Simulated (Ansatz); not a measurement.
Lattice vibrations of BN at Γ at -3 GPa

Computed with DFT PBE, scalar-relativistic, plane waves, PAW (Ansatz). Settings: 420 eV plane-wave cutoff, Γ-centred 12×12×12 mesh, fixed occupations. No spin polarisation. Phonons by linear response, acoustic sum rule imposed.

The cell, relaxed at -3 GPa:
```
CELL_PARAMETERS angstrom
0.00000 1.81730 1.81730
1.81730 0.00000 1.81730
1.81730 1.81730 0.00000
ATOMIC_POSITIONS crystal
B 0.00000 0.00000 0.00000
N 0.75000 0.75000 0.75000
```

Task: Is this structure stable against zone-centre distortions?

Result: Yes, at Γ: no optical mode is imaginary. Strains and other wave vectors aren't tested by this run.

Task: List the optical modes at Γ without the LO field (i marks imaginary ones).

Result:
```csv
frequency (meV),degeneracy,IR intensity of the level ((D/Å)²/amu)
126.0,3,41.74
```

Cost: 1 run of about 0.073 core-minutes, on AMD EPYC 9R45 (Zen 5) (shared hosts).